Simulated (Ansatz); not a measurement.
Wires are cut from relaxed bulk Al (Fm-3m, 16.19 Å³/atom, gap on the mesh 0.00 eV); atoms and period are relaxed, and energies count from that bulk.

Computed with Ansatz, DFT PBEsol, scalar-relativistic, plane waves, PAW.

Cutoff 420 eV, Gaussian smearing of 0.05 eV, energies at zero smearing, symmetry of each start kept, no spin polarisation.

| start | atoms | k mesh | excess energy (eV per host atom) | line energy (eV/Å) | period (Å) | gap on the mesh (eV) |
| --- | --- | --- | --- | --- | --- | --- |
| [110] wire, 17 host atoms a period | 17 | 1×1×19 | 0.422 | 2.669 | 2.687 | 0 |
| [110] wire, 18 host atoms a period | 18 | 1×1×19 | 0.443 | 2.938 | 2.716 | 0 |

Each run keeps its start's symmetry and one magnetic start, so lower states can exist.

Cost: 2 runs of about 28 core-minutes in all, on Intel Xeon Processor @ 2.50GHz (Skylake/Cascade Lake) (shared hosts).